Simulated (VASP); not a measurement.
Write the native input for VASP 6.6.1 that does the following.

| Quantity | Value |
| --- | --- |
| Task | relaxation of cell and atoms |
| Functional | LDA |
| Potentials or basis | VASP PAW LDA potentials, release 64 (Al, As) |
| Cutoff | 600 eV |
| k mesh | 10 × 10 × 10 |
| Occupations | gaussian, width 0.03 eV |
| Spin | no spin polarisation |
| Further INCAR settings | ALGO = Normal; EDIFF = 1e-06; IBRION = 2; EDIFFG = -0.01; NSW = 90; ISIF = 3 |

The structure of AlAs lies in POSCAR:

```
AlAs
1.0
    0.0000000000      2.8304000000      2.8304000000
    2.8304000000      0.0000000000      2.8304000000
    2.8304000000      2.8304000000      0.0000000000
Al As
1 1
Direct
    0.0000000000      0.0000000000      0.0000000000
    0.2500000000      0.2500000000      0.2500000000
```

The cell was built by a generator and needn't be a form met in nature.

The input as run:

INCAR

```
PREC = Accurate ; ENCUT = 600
EDIFF = 1E-6 ; ISMEAR = 0
SIGMA = 0.03 ; LREAL = F
LASPH = T ; NELM = 80
ALGO = Normal ; ISIF = 3
LWAVE = F ; LCHARG = F
GGA = CA ; IBRION = 2
NSW = 90 ; EDIFFG = -0.01
```

KPOINTS

```
regular mesh
0
Gamma
  10 10 10
```

Potentials or basis: VASP PAW LDA potentials, release 64 (Al, As).

Launch:

```console
$ cat potpaw_LDA.64/Al/POTCAR potpaw_LDA.64/As/POTCAR > POTCAR
$ mpirun -np 1 vasp_std > vasp.out
```

It gave:

```yaml
Relaxed_volume: 22.40 Å³/atom
Relaxed_cell: a = 3.987 Å, b = 3.987 Å, c = 3.987 Å, α = 60.00°, β = 60.00°, γ = 60.00°
Space_group_after_relaxing_to_0.05_Å: F-43m (No. 216)
Energy_gained_by_relaxing: 0.8 meV/atom
Ionic_steps: 3
Pressure_after_relaxing: 0.0 GPa
Band_gap_on_the_k_mesh: 1.32 eV, indirect (least direct gap 1.98 eV)
```

Wall time 32 s on 1 thread of Intel(R) Xeon(R) Platinum 8375C CPU @ 2.90GHz (Ice Lake), on a shared host, peak memory 0.17 GiB.
